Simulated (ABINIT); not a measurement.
Write the native input for ABINIT 10.8.3 (patched build) that does the following.

| Property | Result |
| --- | --- |
| Task | single point |
| Functional | PBE |
| Potentials or basis | JTH PAW PBE v2.0 |
| Cutoff | 463 eV |
| k mesh | 11 × 11 × 11 |
| Occupations | fermi-dirac, width 0.05 eV |
| Spin | no spin polarisation |
| Fine-grid cutoff | 925.187 eV |
| Exchange and correlation inside the PAW spheres | full angular mesh (pawxcdev 0, this build's default; the released program takes 1) |

The structure of Ag lies in POSCAR:

```
Ag
1.0
   -1.6556540000      1.6556540000      1.6556540000
    1.6556540000     -1.6556540000      1.6556540000
    1.6556540000      1.6556540000     -1.6556540000
Ag
1
Direct
    0.0000000000      0.0000000000      0.0000000000  Ag
```

This isn't the form of Ag at room conditions, which is fcc.

One way to write it, as run:

run.abi

```
# Pseudopotentials
pp_dirpath "./"
pseudos "Ag.GGA_PBE-JTH.xml"

# Structure
structure "poscar:POSCAR"
natom 1

# Plane-wave basis
ecut 17.0
pawecutdg 34.0

# k points
kptopt 1
ngkpt 11 11 11
nshiftk 1
shiftk 0.0 0.0 0.0

# Exchange and correlation
ixc 11

# Bands and occupations
nband 10
occopt 3
tsmear 0.00183747

# SCF cycle
nstep 100
tolvrs 1.0e-9

# Output
iomode 3
prtwf 0
prtden 0
prteig 0
prtebands 0
enunit 1
```

Potentials or basis: JTH PAW PBE v2.0.

Launch:

```console
$ abinit run.abi > log 2>&1
```

It gave:

* Pressure: -0.8 GPa
* Band gap on the k mesh: none (metal or under the smearing width)
* Valence electrons inside the program's atomic spheres: Ag 9.76 (radii [1.331] Å)

It took 6.6 s on 1 thread of Intel(R) Xeon(R) Platinum 8488C (Sapphire Rapids) (shared host), peak memory 0.1 GiB.
